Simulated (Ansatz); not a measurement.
# ZrS2: the cost of one run

Method: DFT PBEsol, scalar-relativistic, plane waves, PAW, in Ansatz 0.2.0.

## 1. The structure to begin with

It takes space group P-3m1 (No. 164, trigonal). Conventional cell: a = 3.630 Å, b = 3.630 Å, c = 5.850 Å, α = 90.00°, β = 90.00°, γ = 120.00°. Around Zr (site symmetry -3m) lie 6 S at 2.55 Å. Around S (site symmetry 3m) lie 3 Zr at 2.55 Å.

Coordinates:

```
Zr S
1.0
    -3.63000    0.00000    0.00000
    -1.81500   -3.14367    0.00000
     0.00000    0.00000   11.70000
Zr S
2 4
Direct
  0.00000 0.00000 0.00000
  0.00000 0.00000 0.50000
  0.33333 0.33333 0.12460
  0.33333 0.33333 0.62460
  0.66667 0.66667 0.37540
  0.66667 0.66667 0.87540
```

The cell is taken as given, not relaxed at this level.

## 2. The reference: the undisturbed cell on the scan's mesh

The input, input.yaml:

```yaml
crystal:
  lattice:
    - [-3.6299990406, 0.0, 0.0]
    - [-1.8149995203, -3.1436713848, 0.0]
    - [0.0, 0.0, 11.7]
  atoms:
    - { symbol: Zr, position: [0.0, 0.0, 0.0] }
    - { symbol: Zr, position: [0.0, 0.0, 0.5] }
    - { symbol: S, position: [0.3333333333, 0.3333333333, 0.1246] }
    - { symbol: S, position: [0.3333333333, 0.3333333333, 0.6246] }
    - { symbol: S, position: [0.6666666667, 0.6666666667, 0.3754] }
    - { symbol: S, position: [0.6666666667, 0.6666666667, 0.8754] }
basis:
  ecutwfc: 420
kpoints:
  mp_grid: { grid: [8, 8, 3] }
hamiltonian:
  xc: pbesol
scf:
  occupations: { method: gaussian, width: 0.05 }
output:
  forces: true
  stress: true
  eigenvalues: true
  write_density: true
  write_potential: true
  elf: true
  volumetric_format: npy
```

Started as:

```console
> ansatz run input.yaml --threads 2 --pin off --max-ram 5120MiB --backend cpu --events-out ev --progress --plain --runs-dir out
```

**Question.** How long does this run take on 2 threads of Arm Neoverse V1, shared host, and how much memory does it need?

About 4.4 s, with a peak of 0.42 GiB.
